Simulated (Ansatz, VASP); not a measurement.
# Cross-check of SrO between VASP and Ansatz, part 2 of 2

Wanted: the spread between two codes on one cell, functional and k mesh.

VASP 6.6.1 and Ansatz 0.2.0.

So far. Step 2 (VASP: band structure, HSE06): The k-mesh is coarse for exact exchange; levels may shift by about 0.1 eV on a finer one.

The database entry behind the starting cell differs from later determinations by our own check (about 0.5 % short), so it need not match the best structure at ambient conditions.

**4. Side by side**

Known differences besides the potentials themselves: exact exchange at q = 0 is treated differently, which shows on coarse meshes; VASP keeps PBE cores, Ansatz makes them for the functional; the cutoff is 420 eV in Ansatz and 520 eV in VASP; VASP takes a coarser grid for exact exchange (PRECFOCK = Fast). Total energies have different zeros and are not compared.

Both answers:

```tsv
quantity	Ansatz	VASP	difference
gap over the path points (eV)	4.816	4.763	+0.052
```

Levels at points of the path, from each program's valence-band top (eV; 3 filled, then empty):

```tsv
k (reciprocal lattice)	Ansatz	VASP
0.000 0.000 0.000	0.00 0.00 0.00 5.56 7.97 7.97	0.00 0.00 0.00 5.53 7.91 7.91
0.500 0.000 0.500	-0.43 -0.08 -0.08 4.82 9.68 12.18	-0.47 -0.10 -0.10 4.76 9.63 12.11
0.500 0.200 0.700	-1.09 -0.45 -0.37 6.80 8.69 10.49	-1.11 -0.49 -0.40 6.76 8.67 10.44
0.400 0.350 0.750	-1.00 -0.57 -0.47 6.45 9.56 10.66	-1.03 -0.59 -0.50 6.41 9.54 10.61
0.150 0.150 0.300	-1.29 -0.75 -0.21 7.42 7.55 8.79	-1.30 -0.76 -0.22 7.39 7.52 8.74
0.200 0.200 0.200	-0.95 -0.46 -0.46 7.16 7.70 8.77	-0.96 -0.47 -0.47 7.13 7.66 8.72
0.550 0.400 0.550	-1.90 -1.05 -0.97 8.18 9.04 11.05	-1.93 -1.08 -1.00 8.14 9.02 11.00
0.600 0.250 0.650	-1.00 -0.57 -0.47 6.45 9.56 10.66	-1.03 -0.59 -0.50 6.41 9.54 10.61
0.500 0.250 0.750	-1.19 -0.43 -0.43 7.71 7.71 10.56	-1.21 -0.46 -0.46 7.68 7.68 10.50
0.500 0.500 0.500	-2.25 -1.18 -1.18 8.34 10.03 10.83	-2.28 -1.21 -1.21 8.30 10.06 10.77
```

Among the levels compared at these points, filled levels agree within 37 meV and empty ones within 73 meV.

**5. VASP: band structure, HSE03**

The same path points are solved in both programs, so levels can be compared one by one.

The run reads the wave functions of an earlier VASP run, which isn't shown here.

The input, INCAR:

```
SYSTEM = SrO
PREC = Accurate
ENCUT = 520
EDIFF = 1E-06
NELM = 100
ISMEAR = 0
SIGMA = 0.02
LREAL = .FALSE.
ALGO = Normal
LHFCALC = .TRUE.
AEXX = 0.25
GGA = PE
HFSCREEN = 0.3
LASPH = .TRUE.
NBANDS = 14
PRECFOCK = Fast
LORBIT = 11
LWAVE = .FALSE.
LCHARG = .FALSE.
KPAR = 4
```

The input, POSCAR:

```
SrO
1.0
    0.0000000000      2.5663000000      2.5663000000
    2.5663000000      0.0000000000      2.5663000000
    2.5663000000      2.5663000000      0.0000000000
Sr O
1 1
Direct
    0.5000000000      0.5000000000      0.5000000000
    0.0000000000      0.0000000000      0.0000000000
```

The input, KPOINTS:

```
Automatic mesh
0
Gamma
5 5 5
0 0 0
```

The input, KPOINTS_OPT:

```
Line mode
6
Line-mode
Reciprocal
  0.00000000   0.00000000   0.00000000 GAMMA
  0.50000000   0.00000000   0.50000000 X

  0.50000000   0.00000000   0.50000000 X
  0.50000000   0.25000000   0.75000000 W

  0.50000000   0.25000000   0.75000000 W
  0.37500000   0.37500000   0.75000000 K

  0.37500000   0.37500000   0.75000000 K
  0.00000000   0.00000000   0.00000000 GAMMA

  0.00000000   0.00000000   0.00000000 GAMMA
  0.50000000   0.50000000   0.50000000 L

  0.50000000   0.50000000   0.50000000 L
  0.62500000   0.25000000   0.62500000 U

  0.62500000   0.25000000   0.62500000 U
  0.50000000   0.25000000   0.75000000 W

  0.50000000   0.25000000   0.75000000 W
  0.50000000   0.50000000   0.50000000 L

  0.50000000   0.50000000   0.50000000 L
  0.37500000   0.37500000   0.75000000 K

  0.62500000   0.25000000   0.62500000 U
  0.50000000   0.00000000   0.50000000 X
```

PAW data sets: Sr_sv and O (PBE family, release 64).

Command:

```console
$ mpirun -np 4 vasp_std
```

Numbers of over 12 decimals in the logs are rounded to 6 here.

What it wrote:

```text
[... set-up lines as in an earlier step ...]
 entering main loop
       N       E                     dE             d eps       ncg     rms          rms(c)
DAV:   1    -0.139419302744E+02   -0.13942E+02   -0.22019E-01   286   0.566E+00    0.253E+00
DAV:   2    -0.139371134155E+02    0.48169E-02   -0.20565E-02   346   0.142E+00    0.119E+00
DAV:   3    -0.139368651020E+02    0.24831E-03   -0.27220E-03   310   0.482E-01    0.612E-01
DAV:   4    -0.139363480256E+02    0.51708E-03   -0.60706E-04   334   0.226E-01    0.351E-01
DAV:   5    -0.139362503611E+02    0.97665E-04   -0.20280E-04   340   0.124E-01    0.212E-01
DAV:   6    -0.139362121879E+02    0.38173E-04   -0.22265E-05   442   0.558E-02    0.118E-01
DAV:   7    -0.139362039898E+02    0.81981E-05   -0.81464E-06   342   0.316E-02    0.647E-02
DAV:   8    -0.139362021160E+02    0.18738E-05   -0.34190E-06   348   0.187E-02    0.368E-02
DAV:   9    -0.139362018397E+02    0.27632E-06   -0.89549E-07   212   0.102E-02
   1 F= -.13936202E+02 E0= -.13936202E+02  d E =-.103490E-24
 Start KPOINTS_OPT (optional k-point list driver)
k-point batch [1-10\60]
       N       E                     dE             ncg
DAV:   1    -0.934445267077E+03   -0.55287E+04      280
DAV:   2    -0.174527599924E+04   -0.81083E+03      354
DAV:   3    -0.180876408449E+04   -0.63488E+02      464
DAV:   4    -0.180990688185E+04   -0.11428E+01      342
DAV:   5    -0.180992144487E+04   -0.14563E-01      450
DAV:   6    -0.180992171874E+04   -0.27388E-03      376
DAV:   7    -0.180992172091E+04   -0.21680E-05      298
DAV:   8    -0.180992172100E+04   -0.85229E-07      218
[...]
k-point batch [51-60\60]
       N       E                     dE             ncg
DAV:   1    -0.101071585683E+04   -0.72164E+04      280
DAV:   2    -0.178228086931E+04   -0.77157E+03      384
DAV:   3    -0.183302934362E+04   -0.50748E+02      426
DAV:   4    -0.183411879116E+04   -0.10894E+01      408
DAV:   5    -0.183414425829E+04   -0.25467E-01      460
DAV:   6    -0.183414464773E+04   -0.38944E-03      392
DAV:   7    -0.183414465061E+04   -0.28806E-05      312
DAV:   8    -0.183414465070E+04   -0.95542E-07      272
```

OUTCAR, selected parts (step 5):

```text
 POSITION                                       TOTAL-FORCE (eV/Angst)
 -----------------------------------------------------------------------------------
      2.56630      2.56630      2.56630        -0.000000     -0.000000     -0.000000
      0.00000      0.00000      0.00000         0.000000      0.000000      0.000000
 -----------------------------------------------------------------------------------
    total drift:                               -0.000000      0.000000      0.000000

  FREE ENERGIE OF THE ION-ELECTRON SYSTEM (eV)
  ---------------------------------------------------
  free  energy   TOTEN  =       -13.9362018397 eV

  energy  without entropy=      -13.9362018397  energy(sigma->0) =      -13.93620184

[... 2 parts as in an earlier step ...]

[... 1 further part left out ...]
[key lines of the parts left out:]
E-fermi :   0.9040
```

**6. Ansatz: band structure, HSE03**

The same cell, functional, mesh and smearing now go to Ansatz, which takes its cutoff from its data sets.

The input, input.yaml:

```yaml
crystal:
  lattice:
    - [0.0, 2.5663, 2.5663]
    - [2.5663, 0.0, 2.5663]
    - [2.5663, 2.5663, 0.0]
  atoms:
    - { symbol: Sr, position: [0.5, 0.5, 0.5] }
    - { symbol: O, position: [0.0, 0.0, 0.0] }
hamiltonian:
  xc: { exchange: pbe, correlation: pbe, exx: { coeff: 0.25, omega: 0.3 } }
  pseudopotentials: { kind: paw }
kpoints:
  mp_grid: { grid: [5, 5, 5] }
  band_path:
    path:
      - [0.0, 0.0, 0.0]
      - [0.5, 0.0, 0.5]
      - [0.5, 0.2, 0.7]
      - [0.4, 0.35, 0.75]
      - [0.15, 0.15, 0.3]
      - [0.2, 0.2, 0.2]
      - [0.55, 0.4, 0.55]
      - [0.6, 0.25, 0.65]
      - [0.5, 0.25, 0.75]
      - [0.5, 0.5, 0.5]
      - [0.375, 0.375, 0.75]
      - [0.5, 0.0, 0.5]
    npoints: 1
scf:
  occupations: { method: gaussian, width: 0.02 }
  n_extra_bands: 7
output:
  forces: true
  stress: true
  eigenvalues: true
```

Command:

```console
$ ansatz run input.yaml --threads 4 --pin off --max-ram 9216MiB --backend cpu --events-out ev --progress --plain --runs-dir out
```

What it wrote:

```text
[...]
Crystal: 2 atoms, lattice volume = 33.803 Å³
Basis set: ecut = 420 eV, 645 PW (Γ), exchange–correlation on 50×50×50 points (8 copies of the dense FFT grid, shifted against one another)
Bands: 15, of which v1, the nominal top of the filled ones, is band 8 counted from 1 (7 counted from 0)
Symmetry: 48 space group operations
[...]
k-points: 10 of 125
[...]
--- Band table (eV; the first three rows and the last of 10) ---
  k-point 0: bands = [... 4 lower, -7.4265, 7.0692, 7.0692, 7.0692, 12.3761, 14.7418, 14.7418, 14.7418, ... 3 higher]
  k-point 1: bands = [... 4 lower, -6.9900, 6.1326, 6.6207, 6.6207, 13.9615, 14.4759, 15.5342, 15.5342, ... 3 higher]
  k-point 2: bands = [... 4 lower, -6.5251, 5.0222, 6.0008, 6.0008, 14.9151, 16.4186, 17.2185, 17.2185, ... 3 higher]
  k-point 9: bands = [... 4 lower, -7.0119, 5.8573, 6.3646, 6.6971, 13.7235, 15.5646, 17.4207, 19.1535, ... 3 higher]
[key lines of the parts left out:]
Free energy (F): -4116.919323 eV
Fermi energy:    9.439181 eV
P = ⅓ Tr σ = 1.2422 GPa (12.422 kbar)
```

The job ended after 8.4 s (4 threads of Arm Neoverse V2, shared host; peak memory 0.72 GiB).

**7. Differences**

The two programs side by side:

```tsv
quantity	Ansatz	VASP	difference
gap over the path points (eV)	4.545	4.494	+0.051
```

Levels at points of the path, from each program's valence-band top (eV; 3 filled, then empty):

```tsv
k (reciprocal lattice)	Ansatz	VASP
0.000 0.000 0.000	0.00 0.00 0.00 5.31 7.67 7.67	0.00 0.00 0.00 5.28 7.62 7.62
0.500 0.000 0.500	-0.42 -0.08 -0.08 4.54 9.39 11.88	-0.45 -0.09 -0.09 4.49 9.34 11.80
0.500 0.200 0.700	-1.07 -0.44 -0.36 6.51 8.40 10.19	-1.09 -0.47 -0.39 6.48 8.38 10.14
0.400 0.350 0.750	-0.99 -0.56 -0.45 6.17 9.26 10.36	-1.01 -0.58 -0.49 6.13 9.24 10.30
0.150 0.150 0.300	-1.27 -0.74 -0.21 7.13 7.28 8.49	-1.28 -0.75 -0.22 7.10 7.25 8.44
0.200 0.200 0.200	-0.94 -0.45 -0.45 6.89 7.41 8.46	-0.95 -0.46 -0.46 6.87 7.37 8.42
0.550 0.400 0.550	-1.87 -1.04 -0.95 7.88 8.75 10.73	-1.90 -1.06 -0.98 7.84 8.73 10.68
0.600 0.250 0.650	-0.99 -0.56 -0.45 6.17 9.26 10.36	-1.01 -0.58 -0.49 6.13 9.24 10.30
0.500 0.250 0.750	-1.17 -0.41 -0.41 7.42 7.42 10.25	-1.19 -0.44 -0.44 7.39 7.39 10.20
0.500 0.500 0.500	-2.21 -1.16 -1.16 8.04 9.77 10.52	-2.24 -1.19 -1.19 8.00 9.79 10.46
```

Among the levels compared at these points, filled levels agree within 37 meV and empty ones within 72 meV.

**8. Summary of results**

- difference in gap over the path points (band structure, HSE06): 0.052 eV
- difference in gap over the path points (band structure, HSE03): 0.051 eV

The difference in gap over the path points is 0.052 eV (band structure, HSE06), within the 0.08 eV picked in this series as the mark of a large difference. Such differences can come from data sets, numerical settings and the points named under the comparisons, not from the functional's error against experiment.

[Lines on the potential files, build, host, timing and source positions are cut from VASP's logs without a mark.]

[Logs are printed without paths, hosts, clocks, repeated set-up lines and the standing remarks that a program may print on its own settings, such as how far it seeks lower states.]

[Hosts, paths, dates, database ids (printed as entryN), source tags and the programs' standing remarks are cut or masked in the printed files.]
